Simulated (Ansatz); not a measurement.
# Si: Fe on a Si site

Level of theory: DFT PBEsol, scalar-relativistic, plane waves, PAW in Ansatz 0.2.0. Run with 420 eV cutoff, 3×3×3 k-mesh, Gaussian smearing of 0.02 eV, collinear spin.

Host crystal, relaxed:

```
Si
1.0
     0.00000    2.71692    2.71692
     2.71692    0.00000    2.71692
     2.71692    2.71692    0.00000
Si
2
Direct
  0.25000 0.25000 0.25000
  0.00000 0.00000 0.00000
```

Supercell of 32 atoms, rows in host cell vectors: 3 -1 -1; -1 3 -1; -1 -1 3. Atoms relax at the host's cell, keeping the symmetry that the supercell leaves at the site. The cell is small, so energies carry finite-size errors of tenths of an eV. The host's Kohn–Sham gap is 0.46 eV. Atoms are taken from and returned to the elements' standard states. Charged cells are corrected for image charges with the computed static dielectric tensor (mean 13.3) and aligned with the host's potential at far atoms (alignment terms reach 0.13 eV; the program doubts the alignment in some charges, where it is up to 0.13 eV). No band-filling term is added, and the Fermi level counts from the host's valence band top.

Starting moments were lost in some runs.

Defect: Fe on a Si site set at (0.250, 0.250, 0.250) of the host cell. Before relaxation its nearest neighbours are 4 Si at 2.35 Å.

| charge | E_f at the valence band top (eV) | over the neutral state (eV) | moment (μB) | largest move (Å) | atoms near the site |
| --- | --- | --- | --- | --- | --- |
| +1 | 2.27 | 0.28 | 0.00 | 0.12 | 4 Si at 2.24 Å |
| 0 | 1.99 | 0.00 | 0.00 | 0.12 | 4 Si at 2.24 Å |
| -1 | 2.55 | 0.56 | 1.00 | 0.13 | 4 Si at 2.22 Å |

Among the charges computed the stable one is 0 at the valence band top and stays so across the gap. In charge +1, -1 the extra carrier would gain by moving to a band edge of the host, so it isn't bound in the gap, though by less than the errors named above. In charge +1, -1 the cell has partly filled bands: a level of the defect may be part filled, the carrier may sit in the host's bands, or levels may cross between the k points, so transitions that involve it are doubtful.